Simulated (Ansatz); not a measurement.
SnSe2 under changes of volume

One of the cells (25.726 Å³/atom); the others are scaled copies at fixed shape and fractional positions:

```xyz
3
Lattice="3.8110 0.0000 0.0000 -1.9055 3.3004 0.0000 0.0000 0.0000 6.1360" Properties=species:S:1:pos:R:3 pbc="T T T"
Sn    0.0000    0.0000    0.0000
Se    1.9055    1.1001    4.6081
Se    0.0000    2.2003    1.5279
```

| Quantity | Value |
| --- | --- |
| Program | Ansatz 0.2.0 |
| Functional | PBE |
| Dispersion | D3(BJ) |
| Potentials or basis | Ansatz PAW |
| Cutoff | 420 eV (not typed: the program's choice for these potentials) |
| k mesh | 8 × 8 × 5 |
| Occupations | fermi-dirac, width 0.05 eV |
| Spin | no spin polarisation |

```csv
volume (Å³/atom),energy over the lowest point (meV/atom),pressure (GPa),gap on the mesh (eV),largest force (eV/Å)
24.182,67.57,8.7,0.89,1.487
24.697,?,?,?,?
25.212,24.33,4.9,0.84,1.010
25.726,11.40,3.2,0.81,0.800
26.241,3.46,1.7,0.78,0.605
26.755,0.00,0.4,0.76,0.425
27.270,0.55,-0.7,0.73,0.259
```

Task: What does the run at 24.697 Å³/atom give?

Result: Energy over the lowest point 42.84 meV/atom; pressure 6.7 GPa; gap on the mesh 0.86 eV; largest force 1.239 eV/Å.

Worked out: A Birch-Murnaghan fit of order 3 (a polynomial in V^(-2/3)) to the other rows has its minimum at 26.94 Å³/atom with B0 = V·E''(V) = 63 GPa and B' = 4.6 at fixed shape and positions, which overstates the stiffness. It gives 42.84 meV/atom at 24.697 Å³/atom, against the run's 42.84, and -dE/dV = 6.7 GPa, against 6.7. A straight line through the other rows of the gap, of slope -1.33 eV per unit of ln V, gives 0.86 eV, against the run's 0.86.

Energies are extrapolated to zero smearing.

Caveats: odd divisions of the mesh miss points on the zone boundary, where band edges often lie, so the gap on the mesh can be too wide; spin-orbit coupling is left out, which moves the levels of the heavy elements; forces of over 1 eV/Å show positions far from the minimum, so gaps and moduli don't describe the material at rest (some runs).

A mesh can miss the band edges.
